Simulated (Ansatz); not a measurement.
# Iridium, diamond under m-r²SCAN: ground state and equation of state, part 2 of 2

What does m-r²SCAN give for iridium in the diamond structure? We relax it, solve it on a dense k-mesh, then scale the cell to 7 volumes from 88 to 112 % of the relaxed one and try a fit of the equation of state. The start is ferromagnetic. The k-meshes are 10×10×10 for the relaxation; 16×16×16 for the dense run; 16×16×16 for the volumes.

Ansatz 0.2.0; DFT, m-r2SCAN, plane waves (500 eV) with PAW, scalar-relativistic.

### Step 5. The cell scaled to 92 % of its volume

This is Ir in the diamond structure; at room conditions it is fcc.

Contents of input.yaml:

```yaml
crystal:
  lattice:
    - [0.0, 2.6873362139, 2.6873362139]
    - [2.6873362139, 0.0, 2.6873362139]
    - [2.6873362139, 2.6873362139, 0.0]
  atoms:
    - { symbol: Ir, position: [0.125, 0.125, 0.125], spin: 1.0 }
    - { symbol: Ir, position: [0.875, 0.875, 0.875], spin: 1.0 }
hamiltonian:
  xc: mr2scan
  pseudopotentials:
    kind: paw
    azcp:
      Ir: "pseudopotentials/Ir.paw.azcp"
basis:
  ecutwfc: 500
  fft_grid_basis: typed
kpoints:
  mp_grid: { grid: [16, 16, 16], shift: [0, 0, 0] }
magnetization:
  spin_polarized: true
scf:
  occupations: { method: fermi_dirac, width: 0.05 }
output:
  stress: true
```

Output, shortened:

```text
Warning: RAYON_NUM_THREADS=2 ignored (pool sized by the plan → 2); use --threads N
[...]
Pseudopotentials: kind: paw
Pseudopotential: Ir, paw, valence charge 17, recommended cutoff 500 eV (meta_gga), <dir>
Functional definition: m-r2SCAN
[...]
Crystal: 2 atoms, lattice volume = 38.815 Å³
Basis set: ecut = 500 eV, 965 PW (Γ), exchange–correlation on 120×120×120 points (64 copies of the dense FFT grid, shifted against one another)
Bands: 22, of which v1, the nominal top of the filled ones, is band 17 counted from 1 (16 counted from 0)
Symmetry: 48 space group operations
Space group: Fd-3m (ITA 227), of the structure as read, at distance tolerance 3.4e-5 Å
Magnetic group: BNS 227.128 (UNI 1630), of the structure as read, at distance tolerance 3.4e-5 Å
k-points: 145 of 4096
[...]
Starting moments: Σ|m| = 2 μB on 2 of 2 sites
[...]
WARN: the starting moments were not kept: the SCF closed with an absolute magnetisation of 1.3e-6 μB, where they sum to 2 μB in size (2 sites). That is at most 0.1 of that sum. Measured as dr2_m measures the in/out step, that magnetisation stands 1.9e-13 eV from none, at or under the [...]
this state was not tested for a lower state beside it, because the mixer in use, unlike msr1, does not test its closes by its own steps (another_mixer; see scf.mixing.algorithm and scf.lower_state_search)
SCF converged after 18 iterations
Magnetization: 0.0000 μB (17.0000 up, 17.0000 down)
Absolute magnetization: 0.0000 μB (∫|ρ↑−ρ↓|, with the PAW one-centre terms)
Spin contamination: 0.0000 ħ² per cell (⟨S²⟩ above its minimum at these occupations)
Per-site moments (μB) at R_I (Å): [(2.2463661551826612e-7, 0.960011839770758), (2.246366154994881e-7, 0.960011839770758)]
Free energy (F): -23895.235256 eV
[...]
E sigma→0 (E₀):  -23895.228613 eV
Entropy (-TS):   -0.013287 eV (-6.643 meV/atom)
Fermi energy:    17.617702 eV
[...]
--- Stress (GPa, compression-positive) ---
       20.656637      -0.000000      -0.000000
        0.000000      20.656637       0.000000
        0.000000      -0.000000      20.656637
  P = ⅓ Tr σ = 20.6566 GPa (206.566 kbar)
```

It took 25 s on 2 threads of an Arm CPU, shared host; peak memory 0.6 GiB.

### Step 6. The cell scaled to 96 % of its volume

Changes to input.yaml since step 5:

```diff
@@ -2,5 +2,5 @@
   lattice:
-    - [0.0, 2.6873362139, 2.6873362139]
-    - [2.6873362139, 0.0, 2.6873362139]
-    - [2.6873362139, 2.6873362139, 0.0]
+    - [0.0, 2.7257319187, 2.7257319187]
+    - [2.7257319187, 0.0, 2.7257319187]
+    - [2.7257319187, 2.7257319187, 0.0]
   atoms:
```

Output, shortened:

```text
Warning: RAYON_NUM_THREADS=2 ignored (pool sized by the plan → 2); use --threads N
[...]
[... 3 set-up lines as earlier in the session ...]
[...]
Crystal: 2 atoms, lattice volume = 40.502 Å³
Basis set: ecut = 500 eV, 965 PW (Γ), exchange–correlation on 120×120×120 points (64 copies of the dense FFT grid, shifted against one another)
Bands: 22, of which v1, the nominal top of the filled ones, is band 17 counted from 1 (16 counted from 0)
[... 2 set-up lines as earlier in the session ...]
Magnetic group: BNS 227.128 (UNI 1630), of the structure as read, at distance tolerance 3.4e-5 Å
k-points: 145 of 4096
[...]
Starting moments: Σ|m| = 2 μB on 2 of 2 sites
[...]
WARN: the starting moments were not kept: the SCF closed with an absolute magnetisation of 4.3e-7 μB, where they sum to 2 μB in size (2 sites). That is at most 0.1 of that sum. Measured as dr2_m measures the in/out step, that magnetisation stands 1.8e-14 eV from none, at or under the [...]
this state was not tested for a lower state beside it, because the mixer in use, unlike msr1, does not test its closes by its own steps (another_mixer; see scf.mixing.algorithm and scf.lower_state_search)
SCF converged after 17 iterations
Magnetization: -0.0000 μB (17.0000 up, 17.0000 down)
Absolute magnetization: 0.0000 μB (∫|ρ↑−ρ↓|, with the PAW one-centre terms)
Spin contamination: 0.0000 ħ² per cell (⟨S²⟩ above its minimum at these occupations)
Per-site moments (μB) at R_I (Å): [(-9.580866351952378e-8, 0.9737281477688736), (-9.580866355924746e-8, 0.9737281477688736)]
Free energy (F): -23895.389338 eV
[...]
E sigma→0 (E₀):  -23895.382336 eV
Entropy (-TS):   -0.014004 eV (-7.002 meV/atom)
Fermi energy:    16.599073 eV
[...]
--- Stress (GPa, compression-positive) ---
        9.050025       0.000000      -0.000000
       -0.000000       9.050025       0.000000
       -0.000000      -0.000000       9.050025
  P = ⅓ Tr σ = 9.0500 GPa (90.500 kbar)
```

It took 25 s on 2 threads of an Arm CPU, shared host; peak memory 0.6 GiB.

### Step 7. The cell scaled to 100 % of its volume

Changes to input.yaml since step 6:

```diff
@@ -2,5 +2,5 @@
   lattice:
-    - [0.0, 2.7257319187, 2.7257319187]
-    - [2.7257319187, 0.0, 2.7257319187]
-    - [2.7257319187, 2.7257319187, 0.0]
+    - [0.0, 2.7630753525, 2.7630753525]
+    - [2.7630753525, 0.0, 2.7630753525]
+    - [2.7630753525, 2.7630753525, 0.0]
   atoms:
```

Output, shortened:

```text
Warning: RAYON_NUM_THREADS=2 ignored (pool sized by the plan → 2); use --threads N
[...]
[... 3 set-up lines as earlier in the session ...]
[...]
Crystal: 2 atoms, lattice volume = 42.190 Å³
Basis set: ecut = 500 eV, 1067 PW (Γ), exchange–correlation on 120×120×120 points (64 copies of the dense FFT grid, shifted against one another)
Bands: 22, of which v1, the nominal top of the filled ones, is band 17 counted from 1 (16 counted from 0)
[... 2 set-up lines as earlier in the session ...]
Magnetic group: BNS 227.128 (UNI 1630), of the structure as read, at distance tolerance 3.5e-5 Å
k-points: 145 of 4096
[...]
Starting moments: Σ|m| = 2 μB on 2 of 2 sites
[...]
WARN: the starting moments were not kept: the SCF closed with an absolute magnetisation of 8.7e-7 μB, where they sum to 2 μB in size (2 sites). That is at most 0.1 of that sum. Measured as dr2_m measures the in/out step, that magnetisation stands 1.5e-13 eV from none, at or under the [...]
this state was not tested for a lower state beside it, because the mixer in use, unlike msr1, does not test its closes by its own steps (another_mixer; see scf.mixing.algorithm and scf.lower_state_search)
SCF converged after 17 iterations
Magnetization: 0.0000 μB (17.0000 up, 17.0000 down)
Absolute magnetization: 0.0000 μB (∫|ρ↑−ρ↓|, with the PAW one-centre terms)
Spin contamination: 0.0000 ħ² per cell (⟨S²⟩ above its minimum at these occupations)
Per-site moments (μB) at R_I (Å): [(3.0113577663854657e-7, 0.9870685472322024), (3.0113577669008916e-7, 0.9870685472322024)]
Free energy (F): -23895.434449 eV
[...]
E sigma→0 (E₀):  -23895.426803 eV
Entropy (-TS):   -0.015293 eV (-7.647 meV/atom)
Fermi energy:    15.661394 eV
[...]
--- Stress (GPa, compression-positive) ---
       -0.121677       0.000000       0.000000
       -0.000000      -0.121677       0.000000
        0.000000       0.000000      -0.121677
  P = ⅓ Tr σ = -0.1217 GPa (-1.217 kbar)
```

Wall time 25 s (2 threads of an Arm CPU, shared host); peak memory 0.61 GiB.

### Step 8. The cell scaled to 104 % of its volume

Changes to input.yaml since step 7:

```diff
@@ -2,5 +2,5 @@
   lattice:
-    - [0.0, 2.7630753525, 2.7630753525]
-    - [2.7630753525, 0.0, 2.7630753525]
-    - [2.7630753525, 2.7630753525, 0.0]
+    - [0.0, 2.7994357769, 2.7994357769]
+    - [2.7994357769, 0.0, 2.7994357769]
+    - [2.7994357769, 2.7994357769, 0.0]
   atoms:
```

Output, shortened:

```text
Warning: RAYON_NUM_THREADS=2 ignored (pool sized by the plan → 2); use --threads N
[...]
[... 3 set-up lines as earlier in the session ...]
[...]
Crystal: 2 atoms, lattice volume = 43.877 Å³
Basis set: ecut = 500 eV, 1139 PW (Γ), exchange–correlation on 120×120×120 points (64 copies of the dense FFT grid, shifted against one another)
Bands: 22, of which v1, the nominal top of the filled ones, is band 17 counted from 1 (16 counted from 0)
[... 2 set-up lines as earlier in the session ...]
Magnetic group: BNS 227.128 (UNI 1630), of the structure as read, at distance tolerance 3.5e-5 Å
k-points: 145 of 4096
[...]
Starting moments: Σ|m| = 2 μB on 2 of 2 sites
[...]
WARN: the starting moments were not kept: the SCF closed with an absolute magnetisation of 1.6e-6 μB, where they sum to 2 μB in size (2 sites). That is at most 0.1 of that sum. Measured as dr2_m measures the in/out step, that magnetisation stands 5.3e-13 eV from none, at or under the [...]
this state was not tested for a lower state beside it, because the mixer in use, unlike msr1, does not test its closes by its own steps (another_mixer; see scf.mixing.algorithm and scf.lower_state_search)
SCF converged after 17 iterations
Magnetization: 0.0000 μB (17.0000 up, 17.0000 down)
Absolute magnetization: 0.0000 μB (∫|ρ↑−ρ↓|, with the PAW one-centre terms)
Spin contamination: 0.0000 ħ² per cell (⟨S²⟩ above its minimum at these occupations)
Per-site moments (μB) at R_I (Å): [(6.514519635194094e-7, 1.0000577808616007), (6.514519636862687e-7, 1.0000577808616007)]
Free energy (F): -23895.393629 eV
[...]
E sigma→0 (E₀):  -23895.385221 eV
Entropy (-TS):   -0.016815 eV (-8.407 meV/atom)
Fermi energy:    14.797822 eV
[...]
--- Stress (GPa, compression-positive) ---
       -7.343135       0.000000       0.000000
        0.000000      -7.343135       0.000000
        0.000000       0.000000      -7.343135
  P = ⅓ Tr σ = -7.3431 GPa (-73.431 kbar)
```

Run time: 25 s. Hardware: 2 threads of an Arm CPU, shared host; peak memory 0.62 GiB.

### Step 9. The cell scaled to 108 % of its volume

Changes to input.yaml since step 8:

```diff
@@ -2,5 +2,5 @@
   lattice:
-    - [0.0, 2.7994357769, 2.7994357769]
-    - [2.7994357769, 0.0, 2.7994357769]
-    - [2.7994357769, 2.7994357769, 0.0]
+    - [0.0, 2.834875435, 2.834875435]
+    - [2.834875435, 0.0, 2.834875435]
+    - [2.834875435, 2.834875435, 0.0]
   atoms:
```

Output, shortened:

```text
Warning: RAYON_NUM_THREADS=2 ignored (pool sized by the plan → 2); use --threads N
[...]
[... 3 set-up lines as earlier in the session ...]
[...]
Crystal: 2 atoms, lattice volume = 45.565 Å³
Basis set: ecut = 500 eV, 1139 PW (Γ), exchange–correlation on 120×120×120 points (64 copies of the dense FFT grid, shifted against one another)
Bands: 22, of which v1, the nominal top of the filled ones, is band 17 counted from 1 (16 counted from 0)
[... 1 set-up line as earlier in the session ...]
Space group: Fd-3m (ITA 227), of the structure as read, at distance tolerance 3.6e-5 Å
Magnetic group: BNS 227.128 (UNI 1630), of the structure as read, at distance tolerance 3.6e-5 Å
k-points: 145 of 4096
[...]
Starting moments: Σ|m| = 2 μB on 2 of 2 sites
[...]
WARN: the starting moments were not kept: the SCF closed with an absolute magnetisation of 3.1e-6 μB, where they sum to 2 μB in size (2 sites). That is at most 0.1 of that sum. Measured as dr2_m measures the in/out step, that magnetisation stands 2.0e-12 eV from none, at or under the [...]
this state was not tested for a lower state beside it, because the mixer in use, unlike msr1, does not test its closes by its own steps (another_mixer; see scf.mixing.algorithm and scf.lower_state_search)
SCF converged after 21 iterations
Magnetization: 0.0000 μB (17.0000 up, 17.0000 down)
Absolute magnetization: 0.0000 μB (∫|ρ↑−ρ↓|, with the PAW one-centre terms)
Spin contamination: 0.0000 ħ² per cell (⟨S²⟩ above its minimum at these occupations)
Per-site moments (μB) at R_I (Å): [(1.3161164477045174e-6, 1.012718084100715), (1.316116447738436e-6, 1.012718084100715)]
Free energy (F): -23895.285207 eV
[...]
E sigma→0 (E₀):  -23895.276061 eV
Entropy (-TS):   -0.018293 eV (-9.146 meV/atom)
Fermi energy:    13.999130 eV
[...]
--- Stress (GPa, compression-positive) ---
      -13.012175      -0.000000      -0.000000
       -0.000000     -13.012175      -0.000000
        0.000000      -0.000000     -13.012175
  P = ⅓ Tr σ = -13.0122 GPa (-130.122 kbar)
```

It took 31 s on 2 threads of an Arm CPU, shared host; peak memory 0.62 GiB.

### Step 10. The cell scaled to 112 % of its volume

Changes to input.yaml since step 9:

```diff
@@ -2,5 +2,5 @@
   lattice:
-    - [0.0, 2.834875435, 2.834875435]
-    - [2.834875435, 0.0, 2.834875435]
-    - [2.834875435, 2.834875435, 0.0]
+    - [0.0, 2.8694504942, 2.8694504942]
+    - [2.8694504942, 0.0, 2.8694504942]
+    - [2.8694504942, 2.8694504942, 0.0]
   atoms:
```

Output, shortened:

```text
Warning: RAYON_NUM_THREADS=2 ignored (pool sized by the plan → 2); use --threads N
[...]
[... 3 set-up lines as earlier in the session ...]
[...]
Crystal: 2 atoms, lattice volume = 47.253 Å³
Basis set: ecut = 500 eV, 1243 PW (Γ), exchange–correlation on 120×120×120 points (64 copies of the dense FFT grid, shifted against one another)
Bands: 22, of which v1, the nominal top of the filled ones, is band 17 counted from 1 (16 counted from 0)
[... 2 set-up lines as earlier in the session ...]
Magnetic group: BNS 227.128 (UNI 1630), of the structure as read, at distance tolerance 3.6e-5 Å
k-points: 145 of 4096
[...]
Starting moments: Σ|m| = 2 μB on 2 of 2 sites
[...]
WARN: the starting moments were not kept: the SCF closed with an absolute magnetisation of 6.9e-6 μB, where they sum to 2 μB in size (2 sites). That is at most 0.1 of that sum. Measured as dr2_m measures the in/out step, that magnetisation stands 1.0e-11 eV from none, at or under the [...]
this state was not tested for a lower state beside it, because the mixer in use, unlike msr1, does not test its closes by its own steps (another_mixer; see scf.mixing.algorithm and scf.lower_state_search)
SCF converged after 19 iterations
Magnetization: -0.0000 μB (17.0000 up, 17.0000 down)
Absolute magnetization: 0.0000 μB (∫|ρ↑−ρ↓|, with the PAW one-centre terms)
Spin contamination: 0.0000 ħ² per cell (⟨S²⟩ above its minimum at these occupations)
Per-site moments (μB) at R_I (Å): [(-2.9905897912530648e-6, 1.0250695219375923), (-2.9905897912440155e-6, 1.0250695219375923)]
Free energy (F): -23895.123849 eV
[...]
E sigma→0 (E₀):  -23895.113895 eV
Entropy (-TS):   -0.019907 eV (-9.953 meV/atom)
Fermi energy:    13.257333 eV
[...]
--- Stress (GPa, compression-positive) ---
      -17.442032      -0.000000      -0.000000
       -0.000000     -17.442032       0.000000
       -0.000000      -0.000000     -17.442032
  P = ⅓ Tr σ = -17.4420 GPa (-174.420 kbar)
```

It took 36 s on 2 threads of an Arm CPU, shared host; peak memory 0.64 GiB.

### Step 11. Fitting the volumes

The cell was scaled evenly, with its shape and the fractional positions fixed.

| V (Å³/atom) | E − E₀ (meV/atom) | P from the stress (GPa) | P from the fit (GPa) |
| --- | --- | --- | --- |
| 18.564 | 244.9 | 35.31 | 35.41 |
| 19.407 | 99.0 | 20.66 | 20.61 |
| 20.251 | 22.2 | 9.05 | 8.98 |
| 21.095 | -0.1 | -0.12 | -0.18 |
| 21.939 | 20.7 | -7.34 | -7.40 |
| 22.783 | 75.3 | -13.01 | -13.09 |
| 23.626 | 156.4 | -17.44 | -17.56 |

Fit (Birch-Murnaghan, third order): V₀ = 21.077 Å³/atom, B₀ = 204 GPa, B₀′ = 4.9, largest residual 0.10 meV/atom.

### Step 12. Results

The summary covers parts 1 to 2.

| quantity | value |
| --- | --- |
| space group (spins left aside) | Fd-3m (No. 227) |
| conventional cell | a = 5.526 Å |
| volume | 21.095 Å³/atom |
| shortest distance | 2.393 Å |
| gap on the mesh | none (levels filled in part) |
| magnetic state | non-magnetic |
| relative to fcc | +1014 meV/atom |
| V₀, B₀, B₀′ | 21.077 Å³/atom, 204 GPa, 4.9 |

In words: The relaxation enlarged the cell by 10.4 % in volume. Against the reference form of iridium (fcc, computed apart with the same settings) it stands 1014 meV/atom higher, so it is far from stable. The moments die out: the run ends non-magnetic. Levels at the Fermi energy are filled in part, as in a metal. B₀ comes out at 204 GPa. Relaxation kept the symmetry; phonons were not checked.
